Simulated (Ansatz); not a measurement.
**The perfect (8,0) C nanotube**

Wanted: the relaxed geometry and the bands of the (8,0) C nanotube.

Method: DFT PBE, plane waves, PAW; relaxation of a wire's period, in the first sound run; inputs show where later runs differ, in Ansatz 0.2.0.

### 1. Starting point

The cell holds 32 atoms: 32 C. Its edges and angles: a = 13.063 Å, b = 13.063 Å, c = 4.260 Å, α = 90.0°, β = 90.0°, γ = 90.0°. Vacuum lies along a and b. The structure's axis is c.

### 2. Relaxation of atoms and period

Band widths follow the bond lengths, so the wire is relaxed first. The atoms and the third cell vector are free; the box across stays fixed as vacuum. A Fermi-Dirac smearing is set since the result may be a metal. The pressure printed is a third of the stress's trace over the whole box, vacuum included; only the stress along the axis is relaxed.

The input, input.yaml:

```yaml
crystal:
  lattice:
    - [13.063, 0.0, 0.0]
    - [0.0, 13.063, 0.0]
    - [0.0, 0.0, 4.26]
  atoms:
    - { symbol: C, position: [0.260277119, 0.500003684, 0.0] }
    - { symbol: C, position: [0.330491404, 0.669515964, 0.0] }
    - { symbol: C, position: [0.330491404, 0.330491404, 0.0] }
    - { symbol: C, position: [0.500003684, 0.73973025, 0.0] }
    - { symbol: C, position: [0.500003684, 0.260277119, 0.0] }
    - { symbol: C, position: [0.669515964, 0.669515964, 0.0] }
    - { symbol: C, position: [0.669515964, 0.330491404, 0.0] }
    - { symbol: C, position: [0.73973025, 0.500003684, 0.0] }
    - { symbol: C, position: [0.260277119, 0.500003684, 0.333333333] }
    - { symbol: C, position: [0.330491404, 0.669515964, 0.333333333] }
    - { symbol: C, position: [0.330491404, 0.330491404, 0.333333333] }
    - { symbol: C, position: [0.500003684, 0.73973025, 0.333333333] }
    - { symbol: C, position: [0.500003684, 0.260277119, 0.333333333] }
    - { symbol: C, position: [0.669515964, 0.669515964, 0.333333333] }
    - { symbol: C, position: [0.669515964, 0.330491404, 0.333333333] }
    - { symbol: C, position: [0.73973025, 0.500003684, 0.333333333] }
    - { symbol: C, position: [0.278525217, 0.591743069, 0.5] }
    - { symbol: C, position: [0.278525217, 0.408264299, 0.5] }
    - { symbol: C, position: [0.408264299, 0.721482151, 0.5] }
    - { symbol: C, position: [0.408264299, 0.278525217, 0.5] }
    - { symbol: C, position: [0.591743069, 0.721482151, 0.5] }
    - { symbol: C, position: [0.591743069, 0.278525217, 0.5] }
    - { symbol: C, position: [0.721482151, 0.591743069, 0.5] }
    - { symbol: C, position: [0.721482151, 0.408264299, 0.5] }
    - { symbol: C, position: [0.278525217, 0.591743069, 0.833333333] }
    - { symbol: C, position: [0.278525217, 0.408264299, 0.833333333] }
    - { symbol: C, position: [0.408264299, 0.721482151, 0.833333333] }
    - { symbol: C, position: [0.408264299, 0.278525217, 0.833333333] }
    - { symbol: C, position: [0.591743069, 0.721482151, 0.833333333] }
    - { symbol: C, position: [0.591743069, 0.278525217, 0.833333333] }
    - { symbol: C, position: [0.721482151, 0.591743069, 0.833333333] }
    - { symbol: C, position: [0.721482151, 0.408264299, 0.833333333] }
kpoints:
  mp_grid: { grid: [1, 1, 19] }
scf:
  occupations: { method: fermi_dirac, width: 0.05 }
hamiltonian:
  xc: pbe
relax:
  cell: { fix: [a, b, alpha, beta, gamma] }
  max_steps: 60
```

Run with:

```console
ansatz run input.yaml --threads 8 --pin off --max-ram 16384MiB --backend cpu --events-out ev --progress --plain --runs-dir out
```

Numbers of over 12 decimals in the logs are rounded to 6 here.

The program printed:

```text
Engine: ansatz 0.2.0, aarch64-unknown-linux-gnu
Pseudopotentials: kind: paw
Pseudopotential: C, paw, valence charge 4, recommended cutoff 420 eV (normal), C.paw.azcp
Functional definition: PBE
  parameter kappa = 0.804
  parameter beta = 0.066725
  exchange = pbe_x(kappa = kappa, mu = beta*pi^2/3)
  correlation = pbe_c(beta = beta)
Crystal: 32 atoms, lattice volume = 726.935 Å³
Basis set: ecut = 420 eV, 14159 PW (Γ), exchange–correlation on 180×180×60 points (8 copies of the dense FFT grid, shifted against one another)
Bands: 96, of which v1, the nominal top of the filled ones, is band 64 counted from 1 (63 counted from 0)
Symmetry: 16 space group operations
Space group: P4/mmm (ITA 123), of the structure as read, at distance tolerance 9.0e-5 Å
k-points: 10 of 19
Non-local potential: C, projectors of the file, l = 0: 2, l = 1: 2, l = 2: 1
PAW form: soft (Blöchl's): semilocal exchange-correlation on the pseudo side does not see the compensation charge
PAW one-centre angular grid: C, 110 points (default); XC on 64 Gauss nodes
Initial density: superposition of atomic densities (neutral atoms: chi_scale 0, normalization atom), corrected by the library's trained network
Initial wavefunctions: pseudopotential atomic-orbital guess
Functional: x = pbe(κ = 0.804, μ = 0.219515), c = pbe(β = 0.066725)
SCF iter   1: F=—  HF=-8023.439823 eV  |F-HF|=—  |Δ(HF+E_count)|=         —  Δρ=3.05e-3  dr2=4.60e-2  ethr=1.77e-3  ⟨swp⟩=13.0  Hψ=6830  notcnv=0  defer=107
preconditioner: auto → Resta (q_TF=auto, 2.043 Å⁻¹)  ε∞=2.2  [insulator: Δε(μ)=0.568 eV  Ē_g=14.292 eV  σ=0.050 eV  W_gap=0.99  n_scr=110 (ndim 8)  ℏωp=15.6 eV  f_vac=0.583  D(μ)=0.03/eV (n_scr^D=0)  ε∞_Penn≈2.2  vacuum switching on, ρ_ref=1.5e-2 e/Å³]
SCF iter   2: F=—  HF=-8023.462562 eV  |F-HF|=—  |Δ(HF+E_count)|=   2.27e-2  Δρ=1.64e-3  dr2=1.35e-2  ethr=3.60e-5  ⟨swp⟩=2.0  Hψ=1443  notcnv=0  defer=177
SCF iter   3: F=—  HF=-8023.471069 eV  |F-HF|=—  |Δ(HF+E_count)|=   8.51e-3  Δρ=2.27e-4  dr2=7.29e-4  ethr=1.05e-5  ⟨swp⟩=3.2  Hψ=1332  notcnv=0  defer=177
SCF iter   4: F=—  HF=-8023.471028 eV  |F-HF|=—  |Δ(HF+E_count)|=   4.05e-5  Δρ=8.50e-5  dr2=3.21e-5  ethr=5.69e-7  ⟨swp⟩=2.0  Hψ=1222  notcnv=0  defer=177
SCF iter   5: F=—  HF=-8023.471074 eV  |F-HF|=—  |Δ(HF+E_count)|=   4.62e-5  Δρ=2.11e-5  dr2=3.10e-6  ethr=2.51e-8  ⟨swp⟩=2.0  Hψ=1466  notcnv=0  defer=183
SCF iter   6: F=—  HF=-8023.471073 eV  |F-HF|=—  |Δ(HF+E_count)|=   1.06e-6  Δρ=6.75e-6  dr2=3.05e-7  ethr=2.42e-9  ⟨swp⟩=2.0  Hψ=1263  notcnv=0  defer=183
SCF iter   7: F=-8023.471073 eV  HF=-8023.471073 eV  |F-HF|=3.77e-8  |Δ(HF+E_count)|=   6.11e-8  Δρ=2.90e-6  dr2=6.38e-8  ethr=7.81e-11  ⟨swp⟩=4.6  Hψ=2956  notcnv=0
SCF 1 converged in 7 iterations: F = -8023.471073 eV  dr2 = 6.38e-8
  greatest PAW one-centre occupation: 0.676 electrons in one spin orbital (limit 2), on the C atom at site 12 (counted from 0), in its partial waves of l = 0
relax step   1: F+E_penalty+E_count = -8023.47107315 eV  Δ(F+E_penalty+E_count) = +0.000e0 eV  max|allowed force component| = 4.821e-1 eV/Å  Δτ_max = 0.0000 Å  P = +2.979 GPa  Ω = 726.935 Å³  fix = [a, b, alpha, beta, gamma]  reactions: a +3.677, b +3.677 GPa  (7 SCF iters, dr2 threshold 1.00e-7 eV, accepted)
Crystal: 32 atoms, lattice volume = 727.181 Å³
Basis set: ecut = 420 eV, 14167 PW (Γ), exchange–correlation on 180×180×60 points (8 copies of the dense FFT grid, shifted against one another)
Initial density: handed on by an earlier stage of this run
Initial wavefunctions: those handed on with the density
iter 1 solved again at ethr=4.22e-4 eV; its pass at ethr=3.10e-3 eV (dr2=5.41e-1 eV) is discarded
SCF iter   1: F=—  HF=-8023.892642 eV  |F-HF|=—  |Δ(HF+E_count)|=         —  Δρ=9.14e-3  dr2=5.27e-1  ethr=4.22e-4  ⟨swp⟩=5.7  Hψ=4062  notcnv=0  defer=1
preconditioner: auto → Resta (q_TF=auto, 2.042 Å⁻¹)  ε∞=2.2  [insulator: Δε(μ)=0.527 eV  Ē_g=14.055 eV  σ=0.050 eV  W_gap=0.99  n_scr=110 (ndim 8)  ℏωp=15.6 eV  f_vac=0.579  D(μ)=0.04/eV (n_scr^D=0)  ε∞_Penn≈2.2  vacuum switching on, ρ_ref=1.4e-2 e/Å³]
SCF iter   2: F=—  HF=-8023.745400 eV  |F-HF|=—  |Δ(HF+E_count)|=   1.47e-1  Δρ=3.42e-3  dr2=3.76e-2  ethr=4.12e-4  ⟨swp⟩=3.5  Hψ=1762  notcnv=0  defer=18
SCF iter   3: F=—  HF=-8023.737535 eV  |F-HF|=—  |Δ(HF+E_count)|=   7.87e-3  Δρ=1.15e-3  dr2=5.29e-3  ethr=2.94e-5  ⟨swp⟩=2.7  Hψ=1500  notcnv=0  defer=22
SCF iter   4: F=—  HF=-8023.736529 eV  |F-HF|=—  |Δ(HF+E_count)|=   1.01e-3  Δρ=7.83e-5  dr2=4.38e-5  ethr=4.13e-6  ⟨swp⟩=2.5  Hψ=1371  notcnv=0  defer=22
SCF iter   5: F=—  HF=-8023.736478 eV  |F-HF|=—  |Δ(HF+E_count)|=   5.12e-5  Δρ=1.52e-5  dr2=2.50e-6  ethr=2.50e-9  ⟨swp⟩=5.0  Hψ=3426  notcnv=0
SCF iter   6: F=-8023.736477 eV  HF=-8023.736478 eV  |F-HF|=5.08e-7  |Δ(HF+E_count)|=   2.98e-7  Δρ=8.18e-6  dr2=6.39e-7  ethr=1.95e-9  ⟨swp⟩=2.1  Hψ=3073  notcnv=0
SCF 2 converged in 6 iterations: F = -8023.736477 eV  dr2 = 6.39e-7
  greatest PAW one-centre occupation: 0.672 electrons in one spin orbital (limit 2), on the C atom at site 12 (counted from 0), in its partial waves of l = 0
relax step   2: F+E_penalty+E_count = -8023.73647744 eV  Δ(F+E_penalty+E_count) = -2.654e-1 eV  max|allowed force component| = 3.169e-1 eV/Å  Δτ_max = 0.0379 Å  P = +0.959 GPa  Ω = 727.181 Å³  energy of the carried Pulay correction = -3.226e-4 eV  fix = [a, b, alpha, beta, gamma]  reactions: a +1.136, b +1.136 GPa  (6 SCF iters, dr2 threshold 3.20e-6 eV, accepted)
Crystal: 32 atoms, lattice volume = 728.039 Å³
Basis set: ecut = 420 eV, 14199 PW (Γ), exchange–correlation on 180×180×60 points (8 copies of the dense FFT grid, shifted against one another)
iter 1 solved again at ethr=6.66e-5 eV; its pass at ethr=3.10e-3 eV (dr2=8.53e-2 eV) is discarded
SCF iter   1: F=—  HF=-8023.801491 eV  |F-HF|=—  |Δ(HF+E_count)|=         —  Δρ=3.74e-3  dr2=9.03e-2  ethr=6.66e-5  ⟨swp⟩=3.5  Hψ=3705  notcnv=0
preconditioner: auto → Resta (q_TF=auto, 2.042 Å⁻¹)  ε∞=2.2  [insulator: Δε(μ)=0.562 eV  Ē_g=14.045 eV  σ=0.050 eV  W_gap=0.99  n_scr=110 (ndim 8)  ℏωp=15.6 eV  f_vac=0.577  D(μ)=0.03/eV (n_scr^D=0)  ε∞_Penn≈2.2  vacuum switching on, ρ_ref=1.4e-2 e/Å³]
SCF iter   2: F=—  HF=-8023.775703 eV  |F-HF|=—  |Δ(HF+E_count)|=   2.58e-2  Δρ=1.41e-3  dr2=6.71e-3  ethr=6.66e-5  ⟨swp⟩=2.6  Hψ=1657  notcnv=0
SCF iter   3: F=—  HF=-8023.774149 eV  |F-HF|=—  |Δ(HF+E_count)|=   1.55e-3  Δρ=4.49e-4  dr2=8.49e-4  ethr=5.24e-6  ⟨swp⟩=2.7  Hψ=1474  notcnv=0
SCF iter   4: F=—  HF=-8023.773836 eV  |F-HF|=—  |Δ(HF+E_count)|=   3.13e-4  Δρ=3.07e-5  dr2=7.35e-6  ethr=6.63e-7  ⟨swp⟩=2.2  Hψ=1335  notcnv=0
[...]
Initial wavefunctions: pseudopotential atomic-orbital guess (no wavefunctions were taken with the density)
iter 1 solved again at ethr=4.21e-7 eV; its pass at ethr=3.10e-3 eV (dr2=5.39e-4 eV) is discarded
SCF iter   1: F=—  HF=-8023.777009 eV  |F-HF|=—  |Δ(HF+E_count)|=         —  Δρ=8.14e-6  dr2=1.29e-7  ethr=4.21e-7  ⟨swp⟩=9.5  Hψ=10355  notcnv=0  defer=7
eigensolver tolerance schedule: the retry pair's looser diagonalisation over-reported the residual by 4186.51 of it (diagonalisation noise at 1.32 of the residual, at the tolerance the schedule requests for it); recorded, not acted on — ethr = c·dr2/N_el stays at c = 1.0e-1
preconditioner: auto → Resta (q_TF=auto, 2.042 Å⁻¹)  ε∞=2.2  [insulator: Δε(μ)=0.583 eV  Ē_g=14.083 eV  σ=0.050 eV  W_gap=0.99  n_scr=110 (ndim 8)  ℏωp=15.6 eV  f_vac=0.576  D(μ)=0.02/eV (n_scr^D=0)  ε∞_Penn≈2.2  vacuum switching on, ρ_ref=1.4e-2 e/Å³]
SCF iter   2: F=—  HF=-8023.776875 eV  |F-HF|=—  |Δ(HF+E_count)|=   1.34e-4  Δρ=4.16e-6  dr2=3.06e-8  ethr=1.01e-10  ⟨swp⟩=3.8  Hψ=2443  notcnv=0  defer=7
SCF iter   3: F=—  HF=-8023.776881 eV  |F-HF|=—  |Δ(HF+E_count)|=   6.27e-6  Δρ=1.31e-6  dr2=6.84e-9  ethr=2.39e-11  ⟨swp⟩=3.3  Hψ=1499  notcnv=0  defer=7
SCF iter   4: F=—  HF=-8023.776882 eV  |F-HF|=—  |Δ(HF+E_count)|=   1.03e-6  Δρ=2.22e-7  dr2=3.64e-10  ethr=5.35e-12  ⟨swp⟩=2.9  Hψ=1694  notcnv=0  defer=7
SCF iter   5: F=-8023.776882 eV  HF=-8023.776882 eV  |F-HF|=5.65e-9  |Δ(HF+E_count)|=   1.24e-8  Δρ=9.95e-8  dr2=4.44e-11  ethr=1.00e-12  ⟨swp⟩=4.0  Hψ=2801  notcnv=0
SCF 5 converged in 5 iterations: F = -8023.776882 eV  dr2 = 4.44e-11
relax step   5: F+E_penalty+E_count = -8023.77688230 eV  Δ(F+E_penalty+E_count) = -1.306e-3 eV  max|allowed force component| = 4.273e-3 eV/Å  Δτ_max = 0.0000 Å  P = -0.003 GPa  Ω = 728.103 Å³  fix = [a, b, alpha, beta, gamma]  reactions: a -0.003, b -0.003 GPa  stress off target by 1.07e-3 GPa on what of the cell is left free  SCF on the basis re-selected at this cell (its energy is not comparable with the rows above)  (5 SCF iters)
basis re-selected at this cell: Δ(F+E_penalty+E_count) = -1.306e-3 eV, ΔP = +0.005 GPa vs the last step (what re-selecting the basis moved, of the pressure what is left beyond the Pulay correction that the steps carried, after the strain that the cell walked since its last selection, with what the two solves' SCF thresholds leave and, on support functions, any second-order correction that the steps lacked; it is no m [...]
SCF converged after 5 iterations
Free energy (F): -8023.776882 eV
Harris-Foulkes:  -8023.776882 eV  (|F-HF|=5.65e-9)
Internal energy: -8023.776477 eV  (E = F + TS)
E sigma→0 (E₀):  -8023.776680 eV
Entropy (-TS):   -0.000405 eV (-0.013 meV/atom)
Fermi energy:    -0.069082 eV
--- Per-component energies (eV) ---
  E_band       = -1162.739904
  E_kinetic    = 2901.724775
  E_local      = -26051.295328  (includes V_loc(G=0)·N_el)
  E_nonlocal   = 871.931011
  E_hartree    = 11614.066255
  E_xc         = -1532.272502
  E_vxc        = -1896.747118  (∫ρ·V_xc dr)
  E_paw        = -3178.018903  (= ΣΔE_a)
  E_vpaw       = -216.486093  (= ΣTr[D̂ρ^β])
  E_aug_tail   = 0.000236  (compensation charges beyond the density's cutoff)
  E_ewald      = 7350.087979
  E_smearing   = -0.000405  (= −TS)
  E_closure    = -0.000000  (closes the sum)
  Σ components = -8023.776882   (vs F -8023.776882, Δ=0.00e0)
--- Forces (eV/Å), atoms counted from 1 ---
  atom   1  C     -0.00012637    -0.00000000    -0.00422686
  atom   2  C     -0.00016488     0.00016488    -0.00427348
  atom   3  C     -0.00016488    -0.00016488    -0.00427348
  atom   4  C      0.00000000     0.00012637    -0.00422686
  atom   5  C     -0.00000000    -0.00012637    -0.00422686
  atom   6  C      0.00016488     0.00016488    -0.00427348
  atom   7  C      0.00016488    -0.00016488    -0.00427348
  atom   8  C      0.00012637     0.00000000    -0.00422686
  atom   9  C     -0.00012637    -0.00000000     0.00422686
  atom  10  C     -0.00016488     0.00016488     0.00427348
  atom  11  C     -0.00016488    -0.00016488     0.00427348
  atom  12  C      0.00000000     0.00012637     0.00422686
  atom  13  C     -0.00000000    -0.00012637     0.00422686
  atom  14  C      0.00016488     0.00016488     0.00427348
  atom  15  C      0.00016488    -0.00016488     0.00427348
  atom  16  C      0.00012637     0.00000000     0.00422686
  atom  17  C     -0.00037786    -0.00011149    -0.00375965
  atom  18  C     -0.00037786     0.00011149    -0.00375965
  atom  19  C      0.00011149     0.00037786    -0.00375965
  atom  20  C      0.00011149    -0.00037786    -0.00375965
  atom  21  C     -0.00011149     0.00037786    -0.00375965
  atom  22  C     -0.00011149    -0.00037786    -0.00375965
  atom  23  C      0.00037786    -0.00011149    -0.00375965
  atom  24  C      0.00037786     0.00011149    -0.00375965
  atom  25  C     -0.00037786    -0.00011149     0.00375965
  atom  26  C     -0.00037786     0.00011149     0.00375965
  atom  27  C      0.00011149     0.00037786     0.00375965
  atom  28  C      0.00011149    -0.00037786     0.00375965
  atom  29  C     -0.00011149     0.00037786     0.00375965
  atom  30  C     -0.00011149    -0.00037786     0.00375965
  atom  31  C      0.00037786    -0.00011149     0.00375965
  atom  32  C      0.00037786     0.00011149     0.00375965
  max |Σ_I F_I| component: 2.60e-18 eV/Å
--- Stress (GPa, compression-positive) ---
       -0.003246      -0.000000       0.000000
       -0.000000      -0.003246      -0.000000
        0.000000      -0.000000      -0.001070
  P = ⅓ Tr σ = -0.0025 GPa (-0.025 kbar)
--- Relaxed structure (4 steps of the walk, 4 accepted, 1 SCFs on fresh bases) ---
  F+E_penalty+E_count = -8023.77688230 eV   max|allowed force component| = 4.273e-3 eV/Å   (the final SCF, on the basis selected at the relaxed cell)
  cell:  # Å, volume = 728.1027 Å³
    - [13.063, 0, 0]
    - [0, 13.063, 0]
    - [0, 0, 4.266844]
  atoms:
    - { symbol: C, position: [0.256180, 0.500000, 0.00062471] }
    - { symbol: C, position: [0.327589, 0.672411, 0.000629931] }
    - { symbol: C, position: [0.327589, 0.327589, 0.000629931] }
    - { symbol: C, position: [0.500000, 0.743820, 0.00062471] }
    - { symbol: C, position: [0.500000, 0.256180, 0.00062471] }
    - { symbol: C, position: [0.672411, 0.672411, 0.000629931] }
    - { symbol: C, position: [0.672411, 0.327589, 0.000629931] }
    - { symbol: C, position: [0.743820, 0.500000, 0.00062471] }
    - { symbol: C, position: [0.256180, 0.500000, 0.332709] }
    - { symbol: C, position: [0.327589, 0.672411, 0.332703] }
    - { symbol: C, position: [0.327589, 0.327589, 0.332703] }
    - { symbol: C, position: [0.500000, 0.743820, 0.332709] }
    - { symbol: C, position: [0.500000, 0.256180, 0.332709] }
    - { symbol: C, position: [0.672411, 0.672411, 0.332703] }
    - { symbol: C, position: [0.672411, 0.327589, 0.332703] }
    - { symbol: C, position: [0.743820, 0.500000, 0.332709] }
    - { symbol: C, position: [0.274735, 0.593308, 0.500626] }
    - { symbol: C, position: [0.274735, 0.406692, 0.500626] }
    - { symbol: C, position: [0.406692, 0.725265, 0.500626] }
    - { symbol: C, position: [0.406692, 0.274735, 0.500626] }
    - { symbol: C, position: [0.593308, 0.725265, 0.500626] }
    - { symbol: C, position: [0.593308, 0.274735, 0.500626] }
    - { symbol: C, position: [0.725265, 0.593308, 0.500626] }
    - { symbol: C, position: [0.725265, 0.406692, 0.500626] }
    - { symbol: C, position: [0.274735, 0.593308, 0.832708] }
    - { symbol: C, position: [0.274735, 0.406692, 0.832708] }
    - { symbol: C, position: [0.406692, 0.725265, 0.832708] }
    - { symbol: C, position: [0.406692, 0.274735, 0.832708] }
    - { symbol: C, position: [0.593308, 0.725265, 0.832708] }
    - { symbol: C, position: [0.593308, 0.274735, 0.832708] }
    - { symbol: C, position: [0.725265, 0.593308, 0.832708] }
    - { symbol: C, position: [0.725265, 0.406692, 0.832708] }
```

Elapsed: 31 s, on 8 threads of Arm Neoverse V2, shared host; peak memory 3.3 GiB; 3.9 min of CPU time.

Relaxation path:

```tsv
step	energy less that of the first step (eV)	largest force component (eV/Å)	pressure (GPa)	volume (Å³)
1	0.0000	0.4821	2.98	726.93
2	-0.2654	0.3169	0.96	727.18
3	-0.3028	0.1095	0.01	728.04
4	-0.3045	0.0042	-0.01	728.10
5*	-0.3058	0.0043	0.00	728.10
```

Relaxation steps marked * repeat the geometry before them on a plane-wave basis chosen anew for their cell, so energy and pressure can jump there.

Forces are held to the 16 operations that the run works with; a distortion that breaks them can't arise in this run.

```tsv
cell as run	before	after	change
c (Å)	4.260	4.267	+0.2 %
```

The atoms that moved most (Å, along periodic axes as changes of fractional coordinates times the final cell, across vacuum about the mean position):

```tsv
atom	dx	dy	dz	length
C21	0.020	0.049	0.003	0.054
C23	0.049	0.020	0.003	0.054
C31	0.049	0.020	-0.003	0.054
C29	0.020	0.049	-0.003	0.054
C24	0.049	-0.020	0.003	0.054
C19	-0.020	0.049	0.003	0.054
C27	-0.020	0.049	-0.003	0.054
C32	0.049	-0.020	-0.003	0.054
```

Numbers from this step:

```
energy at zero smearing    : -8023.7767 eV
cell length along the wire : 4.267 Å
```

The cell's length comes to 4.267 Å with spin left out.

(Continued in part 2 of 4.)

[Logs are printed without paths, hosts, clocks, repeated set-up lines and the standing remarks that a program may print on its own settings, such as how far it seeks lower states.]

[Hosts, paths, dates, database ids (printed as entryN), source tags and the programs' standing remarks are cut or masked in the printed files.]
